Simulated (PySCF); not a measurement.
## 1,3-cyclopentadiene: calculation against experiment

**Measured values to compare with.**

NIST CCCBDB Release 22 (SRD 101), experimental dipoles lists, for the gas: dipole moment (microwave Stark effect) 0.419 D.

The runs below try to reproduce these values; the comparison stands at the end.

Species: 1,3-cyclopentadiene, C5H6.
Numbering: `[CH:1]1=[CH:2][CH2:3][CH:4]=[CH:5]1` (hydrogens: H6 on C1; H7 on C2; H8, H9 on C3; H10 on C4; H11 on C5)

Structure used (PBE0-D3(BJ)/def2-TZVP), in Å, numbered top down from 1:
```
atom  x, y, z in Å
C1    -0.7582    0.4603   -0.9481
C2     0.2442    1.1106   -0.3367
C3     0.8557    0.2117    0.6864
C4     0.0537   -1.0420    0.5702
C5    -0.8778   -0.8803   -0.3826
H6    -1.3882    0.8534   -1.7355
H7     0.5782    2.1196   -0.5351
H8     0.8025    0.6416    1.6950
H9     1.9215    0.0358    0.4898
H10    0.2159   -1.9237    1.1744
H11   -1.6083   -1.6162   -0.6926
```

The PySCF runs (gas phase, on this PBE0-D3(BJ)/def2-TZVP geometry; no spin–orbit coupling):

| level | job | basis functions | wall time |
| --- | --- | --- | --- |
| PBE0-D3(BJ)/def2-TZVP, grid level 2 | geometry optimisation from a GFN2-xTB start shaken at random | 191 | 1.8 min |
| PBE0/pcSseg-2 | shieldings, ring-centre shieldings, charges and field gradients | 264 | 21 s |
| CAM-B3LYP/aug-cc-pVTZ | 10 singlets by full TDDFT, 4 Tamm–Dancoff triplets, polarisability | 368 | 49 s |
| PBE0/aug-cc-pVTZ | 10 singlets by full TDDFT, 4 Tamm–Dancoff triplets, polarisability, dynamic polarisability | 368 | 48 s |
| wB97X-D/aug-cc-pVTZ | 10 singlets by full TDDFT, 4 Tamm–Dancoff triplets, polarisability, ΔSCF ions | 368 | 85 s |

Hardware: Arm Neoverse V2, one thread, no GPU, shared host.

Results beside the measurements:

**Dipole moment.** Measured: 0.419 D (NIST CCCBDB Release 22 (SRD 101), experimental dipoles).

| level | computed (D) | computed − measured (D) | % (from the printed values) |
| --- | --- | --- | --- |
| PBE0-D3(BJ)/def2-TZVP | 0.487 | +0.068 | +16 |
| PBE0/pcSseg-2 | 0.509 | +0.090 | +21 |
| CAM-B3LYP/aug-cc-pVTZ | 0.480 | +0.061 | +15 |
| PBE0/aug-cc-pVTZ | 0.500 | +0.081 | +19 |
| wB97X-D/aug-cc-pVTZ | 0.490 | +0.071 | +17 |

Closest is CAM-B3LYP/aug-cc-pVTZ (+0.061 D), furthest PBE0/pcSseg-2 (+0.090 D); one molecule doesn't rank methods. All 5 levels lie above the measurement. The computed dipoles belong to one fixed geometry; measured ones are averaged over vibrations unless marked μe. Magnitudes are compared, not signs.

No measured geometry was used, and the causes of the misses weren't examined.
